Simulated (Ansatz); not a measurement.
Sb, one cell by several methods

```
Sb
1.0
    -0.02305    2.29347    2.29347
     2.29347   -0.02305    2.29347
     2.29347    2.29347   -0.02305
Sb
1
Cartesian
  0.0000 0.0000 0.0000
```

The geometry is COD entry 9013009, unchecked; take it as a test cell. The listed cell was then made from it by scaling, straining or moving an atom.

No spin–orbit coupling, which matters for the heavy atoms here.

All numbers are computed: DFT, PBE, PAW with Ansatz's default frozen-core files, scalar-relativistic (Ansatz 0.2.0); DFT, PBE, all-electron PAW with datasets made for the crystal, scalar-relativistic (Ansatz 0.2.0); DFT, PBE, all-electron LAPW, scalar-relativistic (Ansatz 0.2.0).

For PAW: a Γ-centred 12×12×12 k mesh, Fermi–Dirac smearing of 0.05 eV, cutoff 420 eV, no spin polarisation. The crystal-made all-electron datasets (AE datasets) take a cutoff of 180 eV at this cell. LAPW targets a basis error of 1 meV/atom. The Ansatz runs share mesh, smearing and spin set-up. Plane-wave (PAW) pressures include the program's estimate of the Pulay term.

Stress and pressure are positive in compression.

The change that made this cell: equal xy, yz and zx engineering shear strains of -1 %.

| quantity | PAW | AE datasets | LAPW |
| --- | --- | --- | --- |
| pressure (GPa) | 8.81 | 8.81 | 8.81 |
| stress yz (GPa) | 0.20 | 0.20 | 0.20 |
| stress xz (GPa) | 0.20 | 0.20 | 0.20 |
| stress xy (GPa) | 0.20 | 0.20 | 0.20 |

PAW's pressure differs from the LAPW value by about 0.01 GPa or less.
